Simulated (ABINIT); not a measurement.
An input for ABINIT 10.8.3 (CdS (Hawleyite)):

```
acell 3*1.0 Angstrom
rprim 
  -0.000000000000 2.916500000000 2.916500000000
  2.916500000000 -0.000000000000 2.916500000000
  2.916500000000 2.916500000000 -0.000000000000
ntypat 2
znucl 48 16
natom 2
typat 1 2
xred 
  0.000000000000 0.000000000000 0.000000000000
  0.250000000000 0.250000000000 0.250000000000
pp_dirpath "pseudos"
pseudos "Cd.upf, S.upf"
ecut 47
nspinor 2
ngkpt 4 4 4
nshiftk 1
shiftk 0 0 0
kptopt 1
chksymbreak 0
istwfk *1
occopt 1
irdwfk 1
optdriver 3
nband 218
ecuteps 5.5
inclvkb 0
awtr 1
symchi 1
indata_prefix "in"
outdata_prefix "out"
tmpdata_prefix "tmp"
```

```sh
OMP_NUM_THREADS=1 mpirun -n 8 abinit run.abi > log
```

Q: How long will it take on 8 MPI ranks of AMD EPYC 7R43, shared host, and how much memory?

It took 4.4 min; on shared hardware allow 2.2 min to 8.8 min. Peak host memory was 5.8 GiB.

[Paths, hosts, dates, memory and timing lines, banners, echoed tables and standing remarks are left out of the program output.]

[Logs are printed without paths, hosts, clocks, repeated set-up lines and the standing remarks that a program may print on its own settings, such as how far it seeks lower states.]

[Runs of the session that timed out or met a known fault of the program may be left out.]

[Hosts, paths, dates, database ids (printed as entryN), source tags and the programs' standing remarks are cut or masked in the printed files.]

[G0W0 gaps are taken among the corrected bands and points alone; a level outside them can change the order at an edge.]

[Where Ansatz stands beside ABINIT at settings called matched, ABINIT's density can come from a denser mesh and the files from another edition; pairs whose starting gaps differed by over 0.03 eV were left out, so agreement reads better than it is.]
